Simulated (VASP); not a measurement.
# CdSe (F-43m) in VASP: further runs

Runs on CdSe. Level: PBEsol. Tasks: relaxation of cell and atoms.

All numbers are computed with VASP 6.6.1; they aren't measurements. Logs are shortened: lines on timing, memory, paths and dates and some standing lists are left out, and cuts for length are marked.

## 1. Starting point

The structure is cubic, space group F-43m (No. 216). The conventional cell has a = 6.141 Å, b = 6.141 Å, c = 6.141 Å, α = 90.00°, β = 90.00°, γ = 90.00°. Cd (site symmetry -43m) has 4 Se at 2.66 Å as nearest neighbours. Around Se (site symmetry -43m) lie 4 Cd at 2.66 Å.

Measurements of this composition are mostly on another form, of space group No. 186.

## 2. Relaxation of cell and atoms, PBEsol

The input, INCAR:

```
SYSTEM = CdSe
  PREC = Accurate
  ENCUT = 600
  EDIFF = 1E-6
  ISMEAR = 0
  SIGMA = 0.03
  LREAL = .False.
  LASPH = .True.
  NELM = 80
  ALGO = Normal
  ISIF = 3
  LWAVE = .False.
  LCHARG = .False.
  GGA = PS
  IBRION = 2
  NSW = 90
  EDIFFG = -0.01
```

The input, KPOINTS:

```
regular mesh
0
Gamma
  8 8 8
  0 0 0
```

The input, POSCAR:

```
CdSe
1.0
    0.0000000000      3.0702712000      3.0702712000
    3.0702712000      0.0000000000      3.0702712000
    3.0702712000      3.0702712000      0.0000000000
Cd Se
1 1
Direct
    0.0000000000      0.0000000000      0.0000000000
    0.7500000000      0.7500000000      0.7500000000
```

Potentials or basis: VASP PAW PBE potentials, release 64 (Cd, Se).

On the command line:

```sh
$ cat potpaw_PBE.64/Cd/POTCAR potpaw_PBE.64/Se/POTCAR > POTCAR
$ mpirun -np 1 vasp_std > vasp.out
```

OUTCAR:

```text
SYSTEM = CdSe
   PREC = Accurate
   ENCUT = 600
   EDIFF = 1E-6
   ISMEAR = 0
   LREAL = .False.
   LASPH = .True.
   NELM = 80
   ISIF = 3
   GGA = PS
   IBRION = 2
   NSW = 90
   EDIFFG = -0.01

 ion  position               nearest neighbor table
   1  0.000  0.000  0.000-   2 2.66   2 2.66   2 2.66   2 2.66
   2  0.750  0.750  0.750-   1 2.66   1 2.66   1 2.66   1 2.66

  LATTYP: Found a face centered cubic cell.
 ALAT       =     6.1405424000

  Lattice vectors:

 A1 = (   0.0000000000,   3.0702712000,   3.0702712000)
 A2 = (   3.0702712000,   0.0000000000,   3.0702712000)
 A3 = (   3.0702712000,   3.0702712000,   0.0000000000)

Analysis of symmetry for initial positions (statically):
=====================================================================
 Subroutine PRICEL returns:
 Original cell was already a primitive cell.

 Routine SETGRP: Setting up the symmetry group for a
 face centered cubic supercell.

 Subroutine GETGRP returns: Found 24 space group operations
 (whereof 24 operations were pure point group operations)
 out of a pool of 48 trial point group operations.

The static configuration has the point symmetry T_d .

Analysis of symmetry for dynamics (positions and initial velocities):
=====================================================================
 Subroutine PRICEL returns:
 Original cell was already a primitive cell.

 Routine SETGRP: Setting up the symmetry group for a
 face centered cubic supercell.

 Subroutine GETGRP returns: Found 24 space group operations
 (whereof 24 operations were pure point group operations)
 out of a pool of 48 trial point group operations.

The dynamic configuration has the point symmetry T_d .

 Subroutine INISYM returns: Found 24 space group operations
 (whereof 24 operations are pure point group operations),
 and found     1 'primitive' translations

----------------------------------------------------------------------------------------

                                     Primitive cell

  volume of cell :      57.8842

  direct lattice vectors                    reciprocal lattice vectors
     0.000000000  3.070271200  3.070271200    -0.162852063  0.162852063  0.162852063
     3.070271200  0.000000000  3.070271200     0.162852063 -0.162852063  0.162852063
     3.070271200  3.070271200  0.000000000     0.162852063  0.162852063 -0.162852063

  length of vectors
     4.342019171  4.342019171  4.342019171     0.282068048  0.282068048  0.282068048

  position of ions in fractional coordinates (direct lattice)
     0.000000000  0.000000000  0.000000000
     0.750000000  0.750000000  0.750000000

  ion indices of the primitive-cell ions
   primitive index   ion index
                 1           1
                 2           2

----------------------------------------------------------------------------------------

 KPOINTS: regular mesh

Automatic generation of k-mesh.
 Grid dimensions read from file:
 generate k-points for:    8    8    8

 Generating k-lattice:

  Cartesian coordinates                     Fractional coordinates (reciprocal lattice)
    -0.020356508  0.020356508  0.020356508     0.125000000  0.000000000  0.000000000
     0.020356508 -0.020356508  0.020356508     0.000000000  0.125000000  0.000000000
     0.020356508  0.020356508 -0.020356508     0.000000000  0.000000000  0.125000000

  Length of vectors
     0.035258506  0.035258506  0.035258506

  Shift w.r.t. Gamma in fractional coordinates (k-lattice)
     0.000000000  0.000000000  0.000000000

 Subroutine IBZKPT returns following result:
 ===========================================

 Found     29 irreducible k-points:

 Following reciprocal coordinates:
            Coordinates               Weight
  0.000000  0.000000  0.000000      1.000000
  0.125000  0.000000  0.000000      8.000000
  0.250000  0.000000  0.000000      8.000000
  0.375000  0.000000  0.000000      8.000000
  0.500000  0.000000  0.000000      4.000000
  0.125000  0.125000  0.000000      6.000000
[... 16 lines left out ...]
  0.500000  0.250000  0.125000     48.000000
 -0.375000  0.250000  0.125000     24.000000
 [... further k-points ...]
   k-points           NKPTS =     29   k-points in BZ     NKDIM =     29   number of bands    NBANDS=     13
   number of dos      NEDOS =    301   number of ions     NIONS =      2
   total plane-waves  NPLWV =  46656
   dimension x,y,z NGX =    36 NGY =   36 NGZ =   36
   dimension x,y,z NGXF=    72 NGYF=   72 NGZF=   72
   ions per type =               1   1
   NGX,Y,Z   is equivalent  to a cutoff of  13.78, 13.78, 13.78 a.u.
   NGXF,Y,Z  is equivalent  to a cutoff of  27.57, 27.57, 27.57 a.u.
 SYSTEM =  CdSe
   PREC   = accura    normal or accurate (medium, high low for compatibility)
   ISTART =      0    job   : 0-new  1-cont  2-samecut
   ICHARG =      2    charge: 1-file 2-atom 10-const
   ISPIN  =      1    spin polarized calculation?
   LNONCOLLINEAR =      F non collinear calculations
   LSORBIT =      F    spin-orbit coupling
   LASPH  =      T    aspherical Exc in radial PAW
   ENCUT  =  600.0 eV  44.10 Ry    6.64 a.u.   8.67  8.67  8.67*2*pi/ulx,y,z
   NELM   =     80;   NELMIN=  2; NELMDL= -5     # of ELM steps
   EDIFF  = 0.1E-05   stopping-criterion for ELM
   LREAL  =      F    real-space projection
   EDIFFG = -.1E-01   stopping-criterion for IOM
   NSW    =     90    number of steps for IOM
   IBRION =      2    ionic relax: 0-MD 1-quasi-New 2-CG
   NFREE  =      1    steps in history (QN), initial steepest desc. (CG)
   ISIF   =      3    stress and relaxation
   ISYM   =      2    0-nonsym 1-usesym 2-fastsym
   POTIM  = 0.5000    time-step for ionic-motion
   TEBEG  =    0.0;   TEEND  =   0.0 temperature during run
   PSTRESS=    0.0 pullay stress
   NELECT =      18.0000    total number of electrons
   NUPDOWN=      -1.0000    fix difference up-down
   EMIN   =  10.00;   EMAX   =-10.00  energy-range for DOS
   EFERMI =   0.00;   METHOD = LEGACY
   ISMEAR =     0;   SIGMA  =   0.03  broadening in eV -4-tet -1-fermi 0-gaus
   EFERMI_NEDOS =   21; number of points for ismear=-14 and -15
   IALGO  =     38    algorithm
   IMIX   =      4    mixing-type and parameters
     AMIX     =   0.40;   BMIX     =  1.00
     AMIX_MAG =   1.60;   BMIX_MAG =  1.00
  volume/ion in A,a.u.               =      28.94       195.31
  Fermi-wavevector in a.u.,A,eV,Ry     =   1.109121  2.095935 16.737199  1.230149
  Thomas-Fermi vector in A             =   2.245657
   LORBIT       =      0    0 simple, 1 ext, 2 COOP (PROOUT), +10 PAW based schemes
   GGA     = PS    functional components
   LHFCALC =     F    Hartree Fock is set to
   AEXX    =    0.0000 exact exchange contribution
   IVDW    =     0    specifies the selected vdW correction
   LEPSILON=     F    determine dielectric tensor
   LRPA    =     F    only Hartree local field effects (RPA)
 conjugate gradient relaxation of ions
 non-spin polarized calculation
 Gauss-broadening in eV      SIGMA  =   0.03
  energy-cutoff  :      600.00
  volume of cell :       57.88
 maximum number of plane-waves:      1964
   NGX = 17   NGY = 17   NGZ = 17

--------------------------------------- Ionic step        1  -------------------------------------------

 number of electron      17.9999997 magnetization

 Free energy of the ion-electron system (eV)
  ---------------------------------------------------
  ext. energy  EPLUGINS =         0.00000000
  ---------------------------------------------------
  free energy    TOTEN  =        -6.17286311 eV

  energy without entropy =       -6.17286311  energy(sigma->0) =       -6.17286311

------------------------ aborting loop because EDIFF is reached ----------------------------------------

  FORCE on cell =-STRESS in cart. coord.  units (eV):
  Direction    XX          YY          ZZ          XY          YZ          ZX
  --------------------------------------------------------------------------------------
  -------------------------------------------------------------------------------------
  Total       -0.4149456     -0.4149456     -0.4149456      0.0000000      0.0000000      0.0000000
  in kB      -11.4852786    -11.4852786    -11.4852786      0.0000000      0.0000000      0.0000000
  external PRESSURE =     -11.4852786 kB  Pullay stress =       0.0000000 kB
[... 57 lines left out ...]
  energy  without entropy=       -6.1773767327  energy(sigma->0) =       -6.17737673

--------------------------------------- Ionic step        3  -------------------------------------------

 number of electron      17.9999998 magnetization

 Free energy of the ion-electron system (eV)
  ---------------------------------------------------
  ext. energy  EPLUGINS =         0.00000000
  ---------------------------------------------------
  free energy    TOTEN  =        -6.17779991 eV

  energy without entropy =       -6.17779991  energy(sigma->0) =       -6.17779991

 E-fermi :   0.9437     XC(G=0):  -9.0767

 val. band max:        0.7726891854   @ k =   0.0000   0.0000   0.0000
 cond. band min:       1.2456264164   @ k =   0.0000   0.0000   0.0000
 fundamental gap:      0.4729372310
 Fermi energy:         0.9437165193

 k-point     1 :       0.0000    0.0000    0.0000
  band No.  band energies     occupation
      1     -11.8234      2.00000
      2      -7.1244      2.00000
      3      -7.1244      2.00000
      4      -7.1244      2.00000
      5      -6.7484      2.00000
      6      -6.7484      2.00000
      7       0.7727      2.00000
      8       0.7727      2.00000
      9       0.7727      2.00000
     10       1.2456      0.00000
     11       6.6273      0.00000
     12       6.6273      0.00000
     13       6.6273      0.00000
[... 353 lines left out ...]
 k-point    24 :      -0.3750    0.2500    0.1250
  band No.  band energies     occupation
      1     -11.3891      2.00000
      2      -6.9947      2.00000
      3      -6.9695      2.00000
      4      -6.7690      2.00000
      5      -6.7324      2.00000
      6      -6.3724      2.00000
      7      -3.3966      2.00000
      8      -1.2299      2.00000
      9      -0.4585      2.00000
     10       4.5510      0.00000
     11       6.1173      0.00000
     12       7.5140      0.00000
     13       8.6707      0.00000

 [... further k-points ...]

------------------------ aborting loop because EDIFF is reached ----------------------------------------

  FORCE on cell =-STRESS in cart. coord.  units (eV):
  Direction    XX          YY          ZZ          XY          YZ          ZX
  --------------------------------------------------------------------------------------
  -------------------------------------------------------------------------------------
  Total        0.0076706      0.0076706      0.0076706     -0.0000000      0.0000000     -0.0000000
  in kB        0.2173851      0.2173851      0.2173851     -0.0000000      0.0000000     -0.0000000
  external PRESSURE =       0.2173851 kB  Pullay stress =       0.0000000 kB
[... 17 lines left out ...]
  FREE ENERGIE OF THE ION-ELECTRON SYSTEM (eV)
  ---------------------------------------------------
  free  energy   TOTEN  =        -6.1777999055 eV

  energy  without entropy=       -6.1777999055  energy(sigma->0) =       -6.17779991

 reached required accuracy - stopping structural energy minimisation
```

Run time: 27 s. Hardware: 1 thread of Intel Xeon 6975P-C (Granite Rapids), shared host; peak memory 0.22 GiB.

What came out:

| Property | Result |
| --- | --- |
| Free energy | -6.1778 eV |
| Relaxed volume | 28.27 Å³/atom |
| Relaxed cell | a = 4.308 Å, b = 4.308 Å, c = 4.308 Å, α = 60.00°, β = 60.00°, γ = 60.00° |
| Space group after relaxing (to 0.05 Å) | F-43m (No. 216) |
| Energy gained by relaxing | 2.5 meV/atom |
| Ionic steps | 3 |
| Pressure after relaxing | 0.0 GPa |
| Band gap on the k mesh | 0.47 eV, direct |

Step by step:
```
step  energy change (eV)  largest force (eV/Å)  pressure (GPa)  volume (Å³)
   1              0.0000                0.0000           -1.15        57.88
   2             -0.0045                0.0000            0.33        56.16
   3             -0.0049                0.0000            0.02        56.53
```

Final structure:
```
Cd Se
1.0
     0.00000    3.04621    3.04621
     3.04621    0.00000    3.04621
     3.04621    3.04621    0.00000
Cd Se
1 1
Direct
  0.00000 0.00000 0.00000
  0.75000 0.75000 0.75000
```

Levels at points of the mesh, in eV from the valence-band top:
```
           k point  band 6  band 7  band 8  band 9  band 10  band 11  band 12  band 13
(0.00, 0.00, 0.00)   -7.52    0.00    0.00    0.00     0.47     5.85     5.85     5.85
(0.50, 0.00, 0.00)   -7.23   -4.42   -0.75   -0.75     2.28     6.36     6.36     7.27
(0.50, 0.50, 0.00)   -7.17   -4.11   -1.86   -1.86     3.01     3.67     8.96    10.10
```

Caveat: the PAW data sets were made with another functional, which shifts forces and pressure a little.

## 3. Relaxation of cell and atoms, PBEsol

This run uses another cell than the first one, of 28.27 Å³/atom, 0.977 times its volume.

Edit INCAR of step 2 so:

```diff
@@ -3,3 +3,3 @@
   ENCUT = 600
-  EDIFF = 1E-6
+  EDIFF = 1E-7
   ISMEAR = 0
@@ -16,2 +16,2 @@
   NSW = 90
-  EDIFFG = -0.01
+  EDIFFG = -0.005
```

KPOINTS is that of step 2.

The input, POSCAR:

```
CdSe                                    
1.0
    0.0000000000      3.0462087306      3.0462087306
    3.0462087306      0.0000000000      3.0462087306
    3.0462087306      3.0462087306      0.0000000000
  Cd              Se            
     1     1
Direct
     0.0000000000000000    0.0000000000000000    0.0000000000000000
     0.7500000000000000    0.7500000000000000    0.7500000000000000
```

Potentials or basis: VASP PAW PBE potentials, release 64 (Cd, Se).

On the command line:

```sh
$ cat potpaw_PBE.64/Cd/POTCAR potpaw_PBE.64/Se/POTCAR > POTCAR
$ mpirun -np 1 vasp_std > vasp.out
```

OUTCAR:

```text
SYSTEM = CdSe
   PREC = Accurate
   ENCUT = 600
   EDIFF = 1E-7
   ISMEAR = 0
   LREAL = .False.
   LASPH = .True.
   NELM = 80
   ISIF = 3
   GGA = PS
   IBRION = 2
   NSW = 90
   EDIFFG = -0.005

 ion  position               nearest neighbor table
   1  0.000  0.000  0.000-   2 2.64   2 2.64   2 2.64   2 2.64
   2  0.750  0.750  0.750-   1 2.64   1 2.64   1 2.64   1 2.64

  LATTYP: Found a face centered cubic cell.
[... 579 lines left out ...]

  FORCE on cell =-STRESS in cart. coord.  units (eV):
  Direction    XX          YY          ZZ          XY          YZ          ZX
  --------------------------------------------------------------------------------------
  -------------------------------------------------------------------------------------
  Total        0.0034191      0.0034191      0.0034191      0.0000000      0.0000000      0.0000000
  in kB        0.0968979      0.0968979      0.0968979      0.0000000      0.0000000      0.0000000
  external PRESSURE =       0.0968979 kB  Pullay stress =       0.0000000 kB

 VOLUME and BASIS-vectors are now :
 -----------------------------------------------------------------------------
  energy-cutoff  :      600.00
  volume of cell :       56.53
      direct lattice vectors                 reciprocal lattice vectors
     0.000000000  3.046208731  3.046208731    -0.164138457  0.164138457  0.164138457
     3.046208731  0.000000000  3.046208731     0.164138457 -0.164138457  0.164138457
     3.046208731  3.046208731  0.000000000     0.164138457  0.164138457 -0.164138457

 POSITION                                       TOTAL-FORCE (eV/Angst)
 -----------------------------------------------------------------------------------
      0.00000      0.00000      0.00000        -0.000000      0.000000     -0.000000
      4.56931      4.56931      4.56931         0.000000     -0.000000      0.000000
 -----------------------------------------------------------------------------------
    total drift:                                0.000000      0.000000      0.000000

  FREE ENERGIE OF THE ION-ELECTRON SYSTEM (eV)
  ---------------------------------------------------
  free  energy   TOTEN  =        -6.1773595022 eV

  energy  without entropy=       -6.1773595022  energy(sigma->0) =       -6.17735950

 reached required accuracy - stopping structural energy minimisation
```

CONTCAR:

```text
CdSe
   1.00000000000000
     0.0000000000000000    3.0462087306000001    3.0462087306000001
     3.0462087306000001    0.0000000000000000    3.0462087306000001
     3.0462087306000001    3.0462087306000001    0.0000000000000000
  Cd              Se
     1     1
Direct
     0.0000000000000000    0.0000000000000000    0.0000000000000000
     0.7500000000000000    0.7500000000000000    0.7500000000000000

  0.00000000E+00  0.00000000E+00  0.00000000E+00
  0.00000000E+00  0.00000000E+00  0.00000000E+00
```

Run time: 15 s. Hardware: 1 thread of Intel Xeon 6975P-C (Granite Rapids), shared host; peak memory 0.21 GiB.

What came out:

```yaml
Free_energy: -6.1774 eV
Pressure_after_relaxing: 0.0 GPa
Band_gap_on_the_k_mesh: 0.47 eV, direct
```

Final structure:
```
Cd Se
1.0
     0.00000    3.04621    3.04621
     3.04621    0.00000    3.04621
     3.04621    3.04621    0.00000
Cd Se
1 1
Direct
  0.00000 0.00000 0.00000
  0.75000 0.75000 0.75000
```

Levels at points of the mesh, in eV from the valence-band top:
```
           k point  band 6  band 7  band 8  band 9  band 10  band 11  band 12  band 13
(0.00, 0.00, 0.00)   -7.52    0.00    0.00    0.00     0.47     5.85     5.85     5.85
(0.50, 0.00, 0.00)   -7.23   -4.42   -0.75   -0.75     2.28     6.36     6.36     7.27
(0.50, 0.50, 0.00)   -7.17   -4.11   -1.86   -1.86     3.01     3.67     8.96    10.10
```

Caveat: the relaxation stopped at its first step, so nothing moved; the PAW data sets were made with another functional, which shifts forces and pressure a little.
